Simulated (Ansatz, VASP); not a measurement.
**One calculation of Sc, two programs**

Contents of INCAR:

```
ALGO = Fast
EDIFF = 1E-8
ENCUT = 520
GGA = CA
ISIF = 2
ISMEAR = -1
LASPH = T
LCHARG = F
LEFG = T
LREAL = F
LWAVE = F
NBANDS = 12
NELM = 60
PREC = Accurate
SIGMA = 0.08
```

File KPOINTS:

```
k-points
0
Gamma
  13 13 13
```

Contents of POSCAR:

```
Sc
1.0
   -0.0349026931      2.3093948582      2.3093948582
    2.3093948582     -0.0349026931      2.3093948582
    2.3093948582      2.3093948582     -0.0349026931
Sc
1
Direct
    0.0000000000      0.0000000000      0.0000000000
```

Input for Ansatz:

```yaml
crystal:
  lattice:
    - [-0.0349026931, 2.3093948582, 2.3093948582]
    - [2.3093948582, -0.0349026931, 2.3093948582]
    - [2.3093948582, 2.3093948582, -0.0349026931]
  atoms:
    - { symbol: Sc, position: [0.0, 0.0, 0.0] }
kpoints:
  mp_grid: { grid: [13, 13, 13] }
scf:
  occupations: { method: fermi_dirac, width: 0.08 }
hamiltonian:
  xc: lda
  pseudopotentials: { kind: all_electron, datasets: crystal }
output:
  forces: true
  stress: true
  eigenvalues: true
  efg: { contact_densities: true }
```

Change from the starting cell: equal xy, yz and zx shear strains of -1.5 %, crystal datasets.

Alike in both runs: task electric field gradients; functional LDA; k mesh 13 × 13 × 13; occupations fermi-dirac, width 0.08 eV; no spin polarisation.

|  | VASP | Ansatz |
| --- | --- | --- |
| version | VASP 6.6.1 | Ansatz 0.2.0 |
| potentials or method | VASP PAW LDA potentials, release 64 (Sc_sv) | all-electron PAW with datasets made for the crystal, scalar-relativistic |
| plane-wave cutoff (eV) | 520 | see its input |

Ansatz gave:

```
pressure (GPa)                                                 : -5.6
largest component of the traceless stress (GPa)                : 0.44
Vzz of the field gradient on the site that differs most (V/Å²) : 5.3
```

Estimate VASP's values.

pressure (GPa): -5.5; largest component of the traceless stress (GPa): 0.44; Vzz of the field gradient on the site that differs most (V/Å²): 5.5.

Ansatz ran all-electron here, so the differences hold the error of VASP's frozen core and of both bases.
